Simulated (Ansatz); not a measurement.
CdO (Monteponite):

```
CELL_PARAMETERS angstrom
0.00000 2.34950 2.34950
2.34950 0.00000 2.34950
2.34950 2.34950 0.00000
ATOMIC_POSITIONS crystal
Cd 0.00000 0.00000 0.00000
O 0.50000 0.50000 0.50000
```

| Item | Value |
| --- | --- |
| Program | Ansatz 0.2.0 |
| Task | relaxation of cell and atoms |
| Functional | PBEsol |
| Dispersion | D3(BJ)+ATM |
| Potentials or basis | all-electron LAPW, scalar-relativistic |
| Basis error allowed | 0.0005 eV/atom |
| k mesh | 10 × 10 × 10 |
| Occupations | cold, width 0.15 eV |
| Spin | collinear spin, random start |
| Starting moments | [0.17, 0.0] μB |

At the start: volume 12.97 Å³/atom.

Q: How do energy, volume and symmetry change on relaxing?

A: Over 4 steps the energy falls by 3.5 meV/atom and the volume is 12.66 Å³/atom (-2.4 %); space group Fm-3m (No. 225, to 0.05 Å); moment 0.00 μB per cell.

Step by step:
```
step  energy change (eV)  largest force (eV/Å)  volume (Å³)
   1              0.0000                0.0000        25.94
   2             -0.0067                0.0000        25.19
   3             -0.0070                0.0000        25.32
   4             -0.0070                0.0000        25.32
```

Final structure:
```cif
data_structure
_symmetry_space_group_name_H-M 'P 1'
_symmetry_Int_Tables_number 1
_cell_length_a 3.2962
_cell_length_b 3.2962
_cell_length_c 3.2962
_cell_angle_alpha 60.000
_cell_angle_beta 60.000
_cell_angle_gamma 60.000
_cell_volume 25.32
loop_
_atom_site_label
_atom_site_type_symbol
_atom_site_fract_x
_atom_site_fract_y
_atom_site_fract_z
_atom_site_occupancy
Cd1 Cd 0.00000 0.00000 0.00000 1
O1 O 0.50000 0.50000 0.50000 1
```

Caveat: the starting moments weren't kept.
